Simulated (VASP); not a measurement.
# HfH2: relaxation of cell and atoms with r2SCAN

The system is HfH2.

```
CELL_PARAMETERS angstrom
-1.72828 1.72828 2.14969
1.72828 -1.72828 2.14969
1.72828 1.72828 -2.14969
ATOMIC_POSITIONS crystal
Hf 0.00000 0.00000 0.00000
H 0.75000 0.25000 0.50000
H 0.25000 0.75000 0.50000
```

- Program: VASP 6.6.1
- Task: relaxation of cell and atoms
- Functional: r2SCAN
- Potentials or basis: VASP PAW PBE potentials, release 64 (Hf_pv, H)
- Cutoff: 600 eV
- k mesh: 16 × 16 × 16
- Occupations: methfessel-paxton, width 0.1 eV
- Spin: no spin polarisation
- Further INCAR settings: ALGO = Normal; EDIFF = 1e-07; IBRION = 2; EDIFFG = -0.005; NSW = 90; ISIF = 3

```json
{
 "Pressure after relaxing": "0.1 GPa",
 "Band gap on the k mesh": "none (metal or under the smearing width)"
}
```

Final structure:
```yaml
crystal:
  lattice:
    - [-1.72828, 1.72828, 2.14969]
    - [1.72828, -1.72828, 2.14969]
    - [1.72828, 1.72828, -2.14969]
  atoms:
    - { symbol: Hf, position: [0.00000, 0.00000, 0.00000] }
    - { symbol: H, position: [0.75000, 0.25000, 0.50000] }
    - { symbol: H, position: [0.25000, 0.75000, 0.50000] }
```

Levels at points of the mesh, in eV from the Fermi level:
| k point | band 3 | band 4 | band 5 | band 6 | band 7 | band 8 | band 9 | band 10 |
| --- | --- | --- | --- | --- | --- | --- | --- | --- |
| (0.00, 0.00, 0.00) | -32.21 | -12.16 | -1.80 | -0.53 | -0.53 | 0.52 | 1.90 | 3.44 |
| (0.50, 0.00, 0.00) | -32.26 | -9.10 | -5.89 | -0.95 | 0.72 | 4.04 | 4.51 | 5.09 |
| (0.50, 0.50, 0.00) | -32.37 | -7.28 | -6.48 | -4.51 | 4.18 | 4.41 | 5.57 | 6.77 |
| (0.50, 0.50, 0.50) | -32.56 | -8.42 | -4.93 | -4.12 | 4.78 | 4.92 | 4.92 | 5.75 |

Run time: 8.7 min on 1 thread of Intel(R) Xeon(R) Platinum 8488C (Sapphire Rapids), on a shared host, peak memory 0.28 GiB.

Caveat: the relaxation stopped at its first step, so nothing moved; the PAW data sets were made with another functional, which shifts forces and pressure a little. Spin-orbit coupling is left out, which matters for the levels of Hf.
